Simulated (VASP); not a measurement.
# Cs (C2/m) in VASP: further runs

One crystal, Cs, is run at these levels: PBEsol; tasks: single point.

Everything below comes from runs of VASP 6.6.1. Logs are shortened: lines on timing, memory, paths and dates and some standing lists are left out, and cuts for length are marked.

### 1 The structure

It takes space group C2/m (No. 12, monoclinic). The conventional cell has a = 6.038 Å, b = 8.676 Å, c = 5.110 Å, α = 90.00°, β = 120.26°, γ = 90.00°.

This isn't the form of Cs at room conditions, which is bcc.

### 2 Single point, PBEsol

INCAR

```
ADDGRID = False
ALGO = Normal
EDIFF = 1E-6
ENCUT = 250
GGA = PS
ISIF = 2
ISMEAR = 1
LASPH = True
LCHARG = False
LREAL = False
LWAVE = False
NELM = 100
PREC = Accurate
SIGMA = 0.1
```

KPOINTS

```
k-points
0
Gamma
  8 8 8
```

POSCAR

```
Cs
1.0
    3.0190110000     -4.3381320000      0.0000000000
    3.0190110000      4.3381320000      0.0000000000
   -2.5749360000      0.0000000000      4.4138870000
Cs
1
Direct
    0.0000000000      0.0000000000      0.5000000000
```

Potentials or basis: VASP PAW PBE potentials, release 64 (Cs_sv).

Command:

```bash
$ cat potpaw_PBE.64/Cs_sv/POTCAR > POTCAR
$ mpirun -np 1 vasp_std > vasp.out
```

OUTCAR:

```text
EDIFF = 1E-6
   ENCUT = 250
   GGA = PS
   ISIF = 2
   ISMEAR = 1
   LASPH = True
   LREAL = False
   NELM = 100
   PREC = Accurate

 Found    150 irreducible k-points:

 Following reciprocal coordinates:
            Coordinates               Weight
  0.000000  0.000000  0.000000      1.000000
  0.125000  0.000000 -0.000000      4.000000
  0.250000  0.000000 -0.000000      4.000000
  0.375000  0.000000 -0.000000      4.000000
  0.500000  0.000000 -0.000000      2.000000
  0.125000  0.125000 -0.000000      2.000000
   k-points           NKPTS =    150   k-points in BZ     NKDIM =    150   number of bands    NBANDS=      8
   number of dos      NEDOS =    301   number of ions     NIONS =      1
   total plane-waves  NPLWV =  21952
   dimension x,y,z NGX =    28 NGY =   28 NGZ =   28
   dimension x,y,z NGXF=    56 NGYF=   56 NGZF=   56
   ions per type =               1
   NGX,Y,Z   is equivalent  to a cutoff of   8.81,  8.81,  9.11 a.u.
   NGXF,Y,Z  is equivalent  to a cutoff of  17.61, 17.61, 18.22 a.u.
 SYSTEM =  unknown system
   PREC   = accura    normal or accurate (medium, high low for compatibility)
   ISTART =      0    job   : 0-new  1-cont  2-samecut
   ICHARG =      2    charge: 1-file 2-atom 10-const
   ISPIN  =      1    spin polarized calculation?
   LNONCOLLINEAR =      F non collinear calculations
   LSORBIT =      F    spin-orbit coupling
   LASPH  =      T    aspherical Exc in radial PAW
   ENCUT  =  250.0 eV  18.37 Ry    4.29 a.u.   6.81  6.81  6.59*2*pi/ulx,y,z
   NELM   =    100;   NELMIN=  2; NELMDL= -5     # of ELM steps
   EDIFF  = 0.1E-05   stopping-criterion for ELM
   LREAL  =      F    real-space projection
   EDIFFG = 0.1E-04   stopping-criterion for IOM
   NSW    =      0    number of steps for IOM
   IBRION =     -1    ionic relax: 0-MD 1-quasi-New 2-CG
   NFREE  =      0    steps in history (QN), initial steepest desc. (CG)
   ISIF   =      2    stress and relaxation
   ISYM   =      2    0-nonsym 1-usesym 2-fastsym
   POTIM  = 0.5000    time-step for ionic-motion
   TEBEG  =    0.0;   TEEND  =   0.0 temperature during run
   PSTRESS=    0.0 pullay stress
   NELECT =       9.0000    total number of electrons
   NUPDOWN=      -1.0000    fix difference up-down
   EMIN   =  10.00;   EMAX   =-10.00  energy-range for DOS
   EFERMI =   0.00;   METHOD = LEGACY
   ISMEAR =     1;   SIGMA  =   0.10  broadening in eV -4-tet -1-fermi 0-gaus
   EFERMI_NEDOS =   21; number of points for ismear=-14 and -15
   IALGO  =     38    algorithm
   IMIX   =      4    mixing-type and parameters
     AMIX     =   0.40;   BMIX     =  1.00
     AMIX_MAG =   1.60;   BMIX_MAG =  1.00
  volume/ion in A,a.u.               =     115.62       780.22
  Fermi-wavevector in a.u.,A,eV,Ry     =   0.699009  1.320936  6.647992  0.488614
  Thomas-Fermi vector in A             =   1.782770
   LORBIT       =      0    0 simple, 1 ext, 2 COOP (PROOUT), +10 PAW based schemes
   GGA     = PS    functional components
   LHFCALC =     F    Hartree Fock is set to
   AEXX    =    0.0000 exact exchange contribution
   IVDW    =     0    specifies the selected vdW correction
   LEPSILON=     F    determine dielectric tensor
   LRPA    =     F    only Hartree local field effects (RPA)
 non-spin polarized calculation
 Methfessel and Paxton  Order N= 1 SIGMA  =   0.10
  energy-cutoff  :      250.00
  volume of cell :      115.62
 maximum number of plane-waves:      1060
   NGX = 13   NGY = 13   NGZ = 13

 number of electron       8.9999990 magnetization

 Free energy of the ion-electron system (eV)
  ---------------------------------------------------
  ext. energy  EPLUGINS =         0.00000000
  ---------------------------------------------------
  free energy    TOTEN  =        -0.93275544 eV

  energy without entropy =       -0.93246800  energy(sigma->0) =       -0.93265962

 E-fermi :   0.3771     XC(G=0):  -5.4619

 val. band max:        0.3621844271   @ k =   0.0000   0.0000   0.5000
 cond. band min:       0.3827853709   @ k =   0.5000   0.3750  -0.0000
 fundamental gap:      0.0206009437
 Fermi energy:         0.3771270881

 k-point     1 :       0.0000    0.0000    0.0000
  band No.  band energies     occupation
      1     -23.4895      2.00000
      2     -10.2234      2.00000
      3     -10.2127      2.00000
      4     -10.2021      2.00000
      5      -1.3150      2.00000
      6       2.6113      0.00000
      7       2.7693      0.00000
      8       3.0709      0.00000

 k-point     2 :       0.1250    0.0000   -0.0000
  band No.  band energies     occupation
      1     -23.4888      2.00000
      2     -10.2386      2.00000
      3     -10.2197      2.00000
      4     -10.2035      2.00000
      5      -1.1548      2.00000
      6       2.4898      0.00000
      7       2.5630      0.00000
      8       3.1517      0.00000

 k-point     3 :       0.2500    0.0000   -0.0000
  band No.  band energies     occupation
      1     -23.4869      2.00000
      2     -10.2818      2.00000
      3     -10.2309      2.00000
      4     -10.2051      2.00000
      5      -0.7090      2.00000
      6       1.9877     -0.00000
      7       2.2512     -0.00000
      8       3.5696      0.00000

 k-point     4 :       0.3750    0.0000   -0.0000
  band No.  band energies     occupation
      1     -23.4851      2.00000
      2     -10.3250      2.00000
      3     -10.2413      2.00000
      4     -10.2064      2.00000
      5      -0.0952      2.00000
      6       1.4435     -0.00000
      7       2.0358     -0.00000
      8       3.8628      0.00000

 k-point     5 :       0.5000    0.0000   -0.0000
  band No.  band energies     occupation
      1     -23.4844      2.00000
      2     -10.3426      2.00000
      3     -10.2456      2.00000
      4     -10.2068      2.00000
      5       0.3225      1.78845
      6       1.1114     -0.00000
      7       1.9553     -0.00000
      8       3.7583      0.00000

 k-point     6 :       0.1250    0.1250   -0.0000
  band No.  band energies     occupation
      1     -23.4876      2.00000
      2     -10.2613      2.00000
      3     -10.2299      2.00000
      4     -10.2074      2.00000
      5      -0.8593      2.00000
      6       2.1811     -0.00000
      7       2.2634     -0.00000
      8       3.4428      0.00000

 [... further k-points ...]
[... 5 lines left out ...]
  --------------------------------------------------------------------------------------
  -------------------------------------------------------------------------------------
  Total       -0.0889047     -0.0847782     -0.1074388      0.0000000      0.0000000     -0.0464873
  in kB       -1.2320163     -1.1748327     -1.4888568      0.0000000      0.0000000     -0.6442086
  external PRESSURE =      -1.2985686 kB  Pullay stress =       0.0000000 kB

 VOLUME and BASIS-vectors are now :
 -----------------------------------------------------------------------------
  energy-cutoff  :      250.00
  volume of cell :      115.62
      direct lattice vectors                 reciprocal lattice vectors
     3.019011000 -4.338132000  0.000000000     0.165617151 -0.115256982  0.096616330
     3.019011000  4.338132000  0.000000000     0.165617151  0.115256982  0.096616330
    -2.574936000  0.000000000  4.413887000     0.000000000  0.000000000  0.226557680

 POSITION                                       TOTAL-FORCE (eV/Angst)
 -----------------------------------------------------------------------------------
     -1.28747      0.00000      2.20694        -0.000000      0.000000      0.000000
 -----------------------------------------------------------------------------------
    total drift:                               -0.000000      0.000000     -0.000000

  FREE ENERGIE OF THE ION-ELECTRON SYSTEM (eV)
  ---------------------------------------------------
  free  energy   TOTEN  =        -0.9327554384 eV

  energy  without entropy=       -0.9324679959  energy(sigma->0) =       -0.93265962
```

It took 21 s on 1 thread of Intel Xeon Platinum 8488C (Sapphire Rapids), shared host; peak memory 0.17 GiB.

These settings aren't checked as converged: the numbers below hold their error.

Results:

* Free energy: -0.9328 eV
* Band gap on the k mesh: none (metal or under the smearing width)

Caveat: the cutoff is under 1.25 times the usual one of these potentials, so pressure, stress and relaxed cells hold a basis-set (Pulay) error; the PAW data sets were made with another functional, which shifts forces and pressure a little.

### 3 Single point, PBEsol

INCAR is that of step 2.

KPOINTS is that of step 2.

POSCAR

```
Cs
1.0
    3.0286440000     -4.4025590000     -0.0553060000
    2.9811710000      4.3695220000      0.0984760000
   -2.5313490000      0.0923220000      4.3694900000
Cs
1
Direct
   -0.0054440000      0.0010830000      0.4979030000
```

Potentials or basis: VASP PAW PBE potentials, release 64 (Cs_sv).

Command:

```bash
$ cat potpaw_PBE.64/Cs_sv/POTCAR > POTCAR
$ mpirun -np 1 vasp_std > vasp.out
```

Run time: 31 s. Hardware: 1 thread of Intel Xeon Platinum 8488C (Sapphire Rapids), shared host; peak memory 0.2 GiB.

The run converged, but some of its settings lie outside the range that counts as converged, so its numbers aren't taken as properties of the crystal.

Results:

| Property | Result |
| --- | --- |
| Free energy | -0.9320 eV |
| Band gap on the k mesh | none (metal or under the smearing width) |

Caveat: the cutoff is under 1.25 times the usual one of these potentials, so pressure, stress and relaxed cells hold a basis-set (Pulay) error; the PAW data sets were made with another functional, which shifts forces and pressure a little.

### 4 Single point, PBEsol

INCAR: that of step 3 with these lines changed.

```diff
@@ -3,3 +3,3 @@
 EDIFF = 1E-6
-ENCUT = 250
+ENCUT = 500
 GGA = PS
```

KPOINTS

```
k-points
0
Gamma
  6 6 6
```

POSCAR

```
Cs
1.0
    3.0190110000     -4.3381320000      0.0000000000
    3.0190110000      4.3381320000      0.0000000000
   -2.5749360000      0.0000000000      4.4138870000
Cs
1
Direct
    0.0000000000      0.0000000000      0.5000000000
```

Potentials or basis: VASP PAW PBE potentials, release 64 (Cs_sv).

Command:

```bash
$ cat potpaw_PBE.64/Cs_sv/POTCAR > POTCAR
$ mpirun -np 1 vasp_std > vasp.out
```

OUTCAR:

```text
EDIFF = 1E-6
   ENCUT = 500
   GGA = PS
   ISIF = 2
   ISMEAR = 1
   LASPH = True
   LREAL = False
   NELM = 100
   PREC = Accurate

 Found     68 irreducible k-points:

 Following reciprocal coordinates:
            Coordinates               Weight
  0.000000  0.000000  0.000000      1.000000
  0.166667  0.000000  0.000000      4.000000
  0.333333  0.000000 -0.000000      4.000000
  0.500000  0.000000 -0.000000      2.000000
  0.166667  0.166667  0.000000      2.000000
  0.333333  0.166667 -0.000000      4.000000
   k-points           NKPTS =     68   k-points in BZ     NKDIM =     68   number of bands    NBANDS=      8
[... 135 lines left out ...]
      5       0.2787      2.01961
      6       1.3394     -0.00000
      7       1.8328     -0.00000
      8       3.6380      0.00000

 [... further k-points ...]
[... 5 lines left out ...]
  --------------------------------------------------------------------------------------
  -------------------------------------------------------------------------------------
  Total       -0.0643443     -0.0821844     -0.0796832      0.0000000      0.0000000      0.0055311
  in kB       -0.8916650     -1.1388891     -1.1042281      0.0000000      0.0000000      0.0766488
  external PRESSURE =      -1.0449274 kB  Pullay stress =       0.0000000 kB

 VOLUME and BASIS-vectors are now :
 -----------------------------------------------------------------------------
  energy-cutoff  :      500.00
  volume of cell :      115.62
      direct lattice vectors                 reciprocal lattice vectors
     3.019011000 -4.338132000  0.000000000     0.165617151 -0.115256982  0.096616330
     3.019011000  4.338132000  0.000000000     0.165617151  0.115256982  0.096616330
    -2.574936000  0.000000000  4.413887000     0.000000000  0.000000000  0.226557680

 POSITION                                       TOTAL-FORCE (eV/Angst)
 -----------------------------------------------------------------------------------
     -1.28747      0.00000      2.20694         0.000000      0.000000      0.000000
 -----------------------------------------------------------------------------------
    total drift:                               -0.000000      0.000000      0.000000

  FREE ENERGIE OF THE ION-ELECTRON SYSTEM (eV)
  ---------------------------------------------------
  free  energy   TOTEN  =        -0.9273853257 eV

  energy  without entropy=       -0.9263769631  energy(sigma->0) =       -0.92704920
```

It took 33 s on 1 thread of Intel Xeon Platinum 8488C (Sapphire Rapids), shared host; peak memory 0.25 GiB.

These settings aren't checked as converged: the numbers below hold their error.

What came out:

```
Free energy            : -0.9274 eV
Pressure               : -0.1 GPa
Band gap on the k mesh : none (metal or under the smearing width)
```

Caveat: the PAW data sets were made with another functional, which shifts forces and pressure a little.

### 5 Single point, PBEsol

INCAR is that of step 4.

KPOINTS is that of step 4.

POSCAR

```
Cs
1.0
    3.0286440000     -4.4025590000     -0.0553060000
    2.9811710000      4.3695220000      0.0984760000
   -2.5313490000      0.0923220000      4.3694900000
Cs
1
Direct
   -0.0054440000      0.0010830000      0.4979030000
```

Command:

```bash
$ cat potpaw_PBE.64/Cs_sv/POTCAR > POTCAR
$ mpirun -np 1 vasp_std > vasp.out
```

It took 51 s on 1 thread of Intel Xeon Platinum 8488C (Sapphire Rapids), shared host; peak memory 0.29 GiB.

The run converged, but some of its settings lie outside the range that counts as converged, so its numbers aren't taken as properties of the crystal.

What came out:

| Item | Value |
| --- | --- |
| Free energy | -0.9271 eV |
| Pressure | -0.1 GPa |
| Band gap on the k mesh | none (metal or under the smearing width) |

Caveat: the PAW data sets were made with another functional, which shifts forces and pressure a little.

### 6 The reference run

An earlier run on the cell as given: functional PBE; potentials or basis VASP PAW PBE potentials, release 64 (Cs_sv); cutoff 520 eV; k mesh 6 × 6 × 6; occupations fermi-dirac, width 0.05 eV; no spin polarisation.

- Pressure: 0.0 GPa
- Band gap on the k mesh: none (metal or under the smearing width)
